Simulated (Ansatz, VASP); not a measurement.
Sb in VASP and in Ansatz

```xyz
2
Lattice="3.3545 0.0000 0.0000 -1.6773 2.9051 0.0000 0.0000 0.0000 5.4702" Properties=species:S:1:pos:R:3 pbc="T T T"
Sb    1.6773    0.9684    4.1026
Sb    0.0000    1.9367    1.3675
```

This isn't the form of Sb at room conditions, which is rhombohedral.

Alike in both runs: functional PBE; k mesh 9 × 9 × 5; occupations gaussian, width 0.02 eV; no spin polarisation.

```csv
,VASP,Ansatz
version,VASP 6.6.1,Ansatz 0.2.0
potentials or method,"VASP PAW PBE potentials, release 64 (Sb)",Ansatz PAW
plane-wave cutoff (eV),520,420
valence electrons in the cell,10,30
task,optical spectrum,single point
```

Ansatz gave:

* gap on the k mesh at the Fermi level (eV): none
* pressure (GPa): 1.5
* largest component of the traceless stress (GPa): 0.40

Problem. Estimate VASP's values.

Solution. gap on the k mesh at the Fermi level (eV): none; pressure (GPa): 1.3; largest component of the traceless stress (GPa): 0.43.

A gap of «none» marks a metal or a gap that the smearing closes. The functional is the same, so the differences come from potentials, cutoffs and numerics. The two sets of potentials don't hold the same shells in valence.

Caveats: spectra need much finer meshes, so this one isn't converged (VASP); independent-particle spectra lack excitons (VASP); the intraband (Drude) part of a metal's response may be missing (VASP). The runs have no spin-orbit coupling, so splittings on Sb are missing.
